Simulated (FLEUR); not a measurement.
Here is a FLEUR MaX-R8.1 (later development tree) calculation.

File inp.xml:

```xml
<?xml version="1.0" encoding="UTF-8" standalone="no"?>
<fleurInput fleurInputVersion="0.39">
   <comment>
      YN                                                                                                  
   </comment>
   <calculationSetup>
      <cutoffs Kmax="4.29" Gmax="13.3" GmaxXC="13.3" numbands="0"/>
      <scfLoop itmax="60" minDistance="0.00001" maxIterBroyd="15" imix="Anderson" alpha="0.05" precondParam="0.0" spinf="2.0" sdNocoIR="T"/>
      <coreElectrons ctail="T" frcor="F" kcrel="0" coretail_lmax="0"/>
      <xcFunctional name="LibXC" relativisticCorrections="F">
         <LibXCName exchange="gga_x_b88" correlation="gga_c_lyp"/>
      </xcFunctional>
      <magnetism jspins="1"/>
      <soc l_soc="F" theta="0.0" phi="0.0" spav="F"/>
      <expertModes spex="0" secvar="F"/>
      <geometryOptimization l_f="F" forcealpha="1.0" forcemix="BFGS" epsdisp="0.00001" epsforce="0.00001"/>
      <ldaU l_linMix="F" mixParam="0.05" spinf="1.0"/>
   </calculationSetup>
   <cell>
      <bzIntegration valenceElectrons="16.0" mode="hist" fermiSmearingEnergy="0.00183747">
         <kPointListSelection listName="default-1"/>
         <!-- k-points included here -->
         <xi:include xmlns:xi="http://www.w3.org/2001/XInclude" href="kpts.xml"> </xi:include>
      </bzIntegration>
      <!-- symmetry operations included here -->
      <xi:include xmlns:xi="http://www.w3.org/2001/XInclude" href="sym.xml"> </xi:include>
      <bulkLattice scale="1.0">
         <bravaisMatrix>
            <row-1>    0.0000000000000000     4.6080971548370995     4.6080971548370995</row-1>
            <row-2>    4.6080971548370995     0.0000000000000000     4.6080971548370995</row-2>
            <row-3>    4.6080971548370995     4.6080971548370995     0.0000000000000000</row-3>
         </bravaisMatrix>
      </bulkLattice>
   </cell>
   <atomSpecies>
      <species name="Yttrium (Y)" element="Y" atomicNumber="39">
         <mtSphere radius="2.59" gridPoints="857" logIncrement="0.015"/>
         <atomicCutoffs lmax="10" lnonsphr="10"/>
         <electronConfig flipSpins="F">
            <coreConfig>(1s1/2) (2s1/2) (2p1/2) (2p3/2) (3s1/2) (3p1/2) (3p3/2) (3d3/2) (3d5/2)</coreConfig>
            <valenceConfig>(4s1/2) (4p1/2) (4p3/2) (5s1/2) (4d3/2) (4d5/2)</valenceConfig>
            <stateOccupation state="(4d3/2)" spinUp="0.200000" spinDown="0.200000"/>
            <stateOccupation state="(4d5/2)" spinUp="0.300000" spinDown="0.300000"/>
         </electronConfig>
         <energyParameters s="5" p="5" d="4" f="4"/>
         <lo type="SCLO" l="0" n="4" eDeriv="0"/>
         <lo type="SCLO" l="1" n="4" eDeriv="0"/>
         <lo type="SCLO" l="1" n="4" eDeriv="1"/>
         <lo type="SCLO" l="2" n="4" eDeriv="2"/>
         <lo type="SCLO" l="3" n="4" eDeriv="2"/>
      </species>
      <species name="Nitrogen (N)" element="N" atomicNumber="7">
         <mtSphere radius="1.68" gridPoints="555" logIncrement="0.019"/>
         <atomicCutoffs lmax="8" lnonsphr="8"/>
         <electronConfig flipSpins="F">
            <coreConfig>(1s1/2)</coreConfig>
            <valenceConfig>(2s1/2) (2p1/2) (2p3/2)</valenceConfig>
            <stateOccupation state="(2p1/2)" spinUp="0.500000" spinDown="0.500000"/>
            <stateOccupation state="(2p3/2)" spinUp="1.000000" spinDown="1.000000"/>
         </electronConfig>
         <energyParameters s="2" p="2" d="3" f="4"/>
         <lo type="SCLO" l="0" n="2" eDeriv="2"/>
         <lo type="SCLO" l="1" n="2" eDeriv="2"/>
         <lo type="SCLO" l="2" n="3" eDeriv="2"/>
      </species>
   </atomSpecies>
   <atomGroups>
      <atomGroup species="Yttrium (Y)">
         <relPos label="                   1">.0000000000 .0000000000 .0000000000</relPos>
         <force calculate="T" relaxXYZ="TTT"/>
      </atomGroup>
      <atomGroup species="Nitrogen (N)">
         <relPos label="                   2">1.000/2.000 1.000/2.000 1.000/2.000</relPos>
         <force calculate="T" relaxXYZ="TTT"/>
      </atomGroup>
   </atomGroups>
   <output dos="F" band="F" slice="F">
      <checks vchk="F" cdinf="F"/>
      <bandDOS minEnergy="-.5*Htr" maxEnergy="0.5*Htr" sigma="0.015" storeEVData="T"/>
      <vacuumDOS vacdos="F" integ="F" star="F" nstars="0" locx1="0.0" locy1="0.0" locx2="0.0" locy2="0.0" nstm="0" tworkf="0.0"/>
      <unfoldingBand unfoldBand="F" supercellX="1" supercellY="1" supercellZ="1"/>
      <plotting iplot="0" polar="F">
         <plot TwoD="T" vec1="  1.0  0.0  0.0" vec2="  0.0  1.0  0.0" vec3="  0.0  0.0  1.0" zero="  0.0  0.0  0.0" file="plot"/>
      </plotting>
      <chargeDensitySlicing numkpt="0" minEigenval="0.0" maxEigenval="0.0" nnne="0" pallst="F"/>
      <specialOutput eonly="F"/>
      <moessbauerParams electricFieldGradient="T" isomerShift="T" coreHyperfine="T" valenceHyperfine="T"/>
      <magneticCircularDichroism mcd="F" energyLo="-10.0" energyUp="0.0"/>
   </output>
  <!-- We include the file relax.xml here to enable relaxations (see documentation) -->
  <xi:include xmlns:xi="http://www.w3.org/2001/XInclude" href="relax.xml"> <xi:fallback/> </xi:include>
</fleurInput>
```

Contents of crystal.txt:

```
YN
&input cartesian=F /
0.0000000000  2.4385000000  2.4385000000
2.4385000000  0.0000000000  2.4385000000
2.4385000000  2.4385000000  0.0000000000
1.8897261246
1.0 1.0 1.0

2
39 0.0000000000  0.0000000000  0.0000000000
7 0.5000000000  0.5000000000  0.5000000000

&kpt div1=9 div2=9 div3=9 gamma=T /
```

Contents of inp.xml (bands):

```
<?xml version="1.0" encoding="UTF-8" standalone="no"?>
<fleurInput fleurInputVersion="0.39">
   <comment>
      YN                                                                                                  
   </comment>
   <calculationSetup>
      <cutoffs Kmax="4.29" Gmax="13.3" GmaxXC="13.3" numbands="0"/>
      <scfLoop itmax="60" minDistance="0.00001" maxIterBroyd="15" imix="Anderson" alpha="0.05" precondParam="0.0" spinf="2.0" sdNocoIR="T"/>
      <coreElectrons ctail="T" frcor="F" kcrel="0" coretail_lmax="0"/>
      <xcFunctional name="LibXC" relativisticCorrections="F">
         <LibXCName exchange="gga_x_b88" correlation="gga_c_lyp"/>
      </xcFunctional>
      <magnetism jspins="1"/>
      <soc l_soc="F" theta="0.0" phi="0.0" spav="F"/>
      <expertModes spex="0" secvar="F"/>
      <geometryOptimization l_f="F" forcealpha="1.0" forcemix="BFGS" epsdisp="0.00001" epsforce="0.00001"/>
      <ldaU l_linMix="F" mixParam="0.05" spinf="1.0"/>
   </calculationSetup>
   <cell>
      <bzIntegration valenceElectrons="16.0" mode="hist" fermiSmearingEnergy="0.00183747">
         <kPointListSelection listName="path-1"/>
         <!-- k-points included here -->
         <xi:include xmlns:xi="http://www.w3.org/2001/XInclude" href="kpts.xml"> </xi:include>
      </bzIntegration>
      <!-- symmetry operations included here -->
      <xi:include xmlns:xi="http://www.w3.org/2001/XInclude" href="sym.xml"> </xi:include>
      <bulkLattice scale="1.0">
         <bravaisMatrix>
            <row-1>    0.0000000000000000     4.6080971548370995     4.6080971548370995</row-1>
            <row-2>    4.6080971548370995     0.0000000000000000     4.6080971548370995</row-2>
            <row-3>    4.6080971548370995     4.6080971548370995     0.0000000000000000</row-3>
         </bravaisMatrix>
      </bulkLattice>
   </cell>
   <atomSpecies>
      <species name="Yttrium (Y)" element="Y" atomicNumber="39">
         <mtSphere radius="2.59" gridPoints="857" logIncrement="0.015"/>
         <atomicCutoffs lmax="10" lnonsphr="10"/>
         <electronConfig flipSpins="F">
            <coreConfig>(1s1/2) (2s1/2) (2p1/2) (2p3/2) (3s1/2) (3p1/2) (3p3/2) (3d3/2) (3d5/2)</coreConfig>
            <valenceConfig>(4s1/2) (4p1/2) (4p3/2) (5s1/2) (4d3/2) (4d5/2)</valenceConfig>
            <stateOccupation state="(4d3/2)" spinUp="0.200000" spinDown="0.200000"/>
            <stateOccupation state="(4d5/2)" spinUp="0.300000" spinDown="0.300000"/>
         </electronConfig>
         <energyParameters s="5" p="5" d="4" f="4"/>
         <lo type="SCLO" l="0" n="4" eDeriv="0"/>
         <lo type="SCLO" l="1" n="4" eDeriv="0"/>
         <lo type="SCLO" l="1" n="4" eDeriv="1"/>
         <lo type="SCLO" l="2" n="4" eDeriv="2"/>
         <lo type="SCLO" l="3" n="4" eDeriv="2"/>
      </species>
      <species name="Nitrogen (N)" element="N" atomicNumber="7">
         <mtSphere radius="1.68" gridPoints="555" logIncrement="0.019"/>
         <atomicCutoffs lmax="8" lnonsphr="8"/>
         <electronConfig flipSpins="F">
            <coreConfig>(1s1/2)</coreConfig>
            <valenceConfig>(2s1/2) (2p1/2) (2p3/2)</valenceConfig>
            <stateOccupation state="(2p1/2)" spinUp="0.500000" spinDown="0.500000"/>
            <stateOccupation state="(2p3/2)" spinUp="1.000000" spinDown="1.000000"/>
         </electronConfig>
         <energyParameters s="2" p="2" d="3" f="4"/>
         <lo type="SCLO" l="0" n="2" eDeriv="2"/>
         <lo type="SCLO" l="1" n="2" eDeriv="2"/>
         <lo type="SCLO" l="2" n="3" eDeriv="2"/>
      </species>
   </atomSpecies>
   <atomGroups>
      <atomGroup species="Yttrium (Y)">
         <relPos label="                   1">.0000000000 .0000000000 .0000000000</relPos>
         <force calculate="T" relaxXYZ="TTT"/>
      </atomGroup>
      <atomGroup species="Nitrogen (N)">
         <relPos label="                   2">1.000/2.000 1.000/2.000 1.000/2.000</relPos>
         <force calculate="T" relaxXYZ="TTT"/>
      </atomGroup>
   </atomGroups>
   <output dos="F" band="T" slice="F">
      <checks vchk="F" cdinf="F"/>
      <bandDOS minEnergy="-.5*Htr" maxEnergy="0.5*Htr" sigma="0.015" storeEVData="T"/>
      <vacuumDOS vacdos="F" integ="F" star="F" nstars="0" locx1="0.0" locy1="0.0" locx2="0.0" locy2="0.0" nstm="0" tworkf="0.0"/>
      <unfoldingBand unfoldBand="F" supercellX="1" supercellY="1" supercellZ="1"/>
      <plotting iplot="0" polar="F">
         <plot TwoD="T" vec1="  1.0  0.0  0.0" vec2="  0.0  1.0  0.0" vec3="  0.0  0.0  1.0" zero="  0.0  0.0  0.0" file="plot"/>
      </plotting>
      <chargeDensitySlicing numkpt="0" minEigenval="0.0" maxEigenval="0.0" nnne="0" pallst="F"/>
      <specialOutput eonly="F"/>
      <moessbauerParams electricFieldGradient="T" isomerShift="T" coreHyperfine="T" valenceHyperfine="T"/>
      <magneticCircularDichroism mcd="F" energyLo="-10.0" energyUp="0.0"/>
   </output>
  <!-- We include the file relax.xml here to enable relaxations (see documentation) -->
  <xi:include xmlns:xi="http://www.w3.org/2001/XInclude" href="relax.xml"> <xi:fallback/> </xi:include>
</fleurInput>
```

Potentials or basis: all-electron, FLAPW.

Run with:

```console
$ inpgen -f crystal.txt -profile fastHighL
$ # inp.xml edited to the form shown
$ fleur_MPI
$ fleur_MPI   # second run, on inp.xml (bands)
```

Predict the band gap on the k mesh.

0.38 eV, indirect (least direct gap 0.77 eV).

What does it give for the band gap along the path?

0.32 eV, indirect (least direct gap 0.69 eV).

Levels at the corners of the path, in eV from the valence-band top:
```tsv
point	band 6	band 7	band 8	band 9	band 10	band 11
Γ	0.00	0.00	0.00	3.16	3.16	3.16
X	-1.41	-0.37	-0.37	0.32	6.82	7.29
W	-2.13	-1.46	-1.46	4.07	4.07	7.32
K	-2.12	-1.51	-1.30	2.55	6.30	6.99
Γ	0.00	0.00	0.00	3.16	3.16	3.16
L	-3.98	-2.25	-2.25	5.74	6.33	6.33
U	-2.12	-1.51	-1.30	2.55	6.30	6.99
W	-2.13	-1.46	-1.46	4.07	4.07	7.32
L	-3.98	-2.25	-2.25	5.74	6.33	6.33
K	-2.12	-1.51	-1.30	2.55	6.30	6.99
U	-2.12	-1.51	-1.30	2.55	6.30	6.99
X	-1.41	-0.37	-0.37	0.32	6.82	7.29
```

As with any semilocal functional, this BLYP gap is likely too small.
